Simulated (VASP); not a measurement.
A run of VASP 6.6.1 is set up as follows.

File INCAR:

```
SYSTEM = Si
ALGO = Normal
EDIFF = 1E-7
EDIFFG = -0.005
ENCUT = 600
GGA = PE
IBRION = 2
ISIF = 3
ISMEAR = 0
IVDW = 12
LASPH = .TRUE.
LCHARG = .FALSE.
LREAL = .FALSE.
LWAVE = .FALSE.
NELM = 80
NSW = 90
PREC = Accurate
SIGMA = 0.03
```

The input KPOINTS:

```
k-points
0
G
  9 9 4
  0 0 0
```

Contents of POSCAR:

```
Si                                      
1.0
    3.8156666751      0.0000000000      0.0000000000
   -1.9078333376      3.3044642730      0.0000000000
    0.0000000000      0.0000000000      6.3083473545
  Si            
     4
Direct
     0.3333333300000021    0.6666666699999979    0.0629909905337374
     0.6666666699999979    0.3333333300000021    0.5629909905337374
     0.3333333300000021    0.6666666699999979    0.4370090094662626
     0.6666666699999979    0.3333333300000021    0.9370090094662626
```

Potentials or basis: VASP PAW PBE potentials, release 64 (Si).

The run is started by

```sh
$ cat potpaw_PBE.64/Si/POTCAR > POTCAR
$ mpirun -np 1 vasp_std > vasp.out
```

Q: Predict the relaxed volume.

A: 19.89 Å³/atom.

Q: What does it give for the dispersion energy per atom?

A: -0.316 eV.

Q: Predict the relaxed cell.

A: a = 3.816 Å, b = 3.816 Å, c = 6.309 Å, α = 90.00°, β = 90.00°, γ = 120.00°.

Final structure:
```xyz
4
Lattice="3.8158 0.0000 0.0000 -1.9079 3.3046 0.0000 0.0000 0.0000 6.3088" Properties=species:S:1:pos:R:3 pbc="T T T"
Si    0.0000    2.2030    0.3977
Si    1.9079    1.1015    3.5521
Si    0.0000    2.2030    2.7567
Si    1.9079    1.1015    5.9111
```
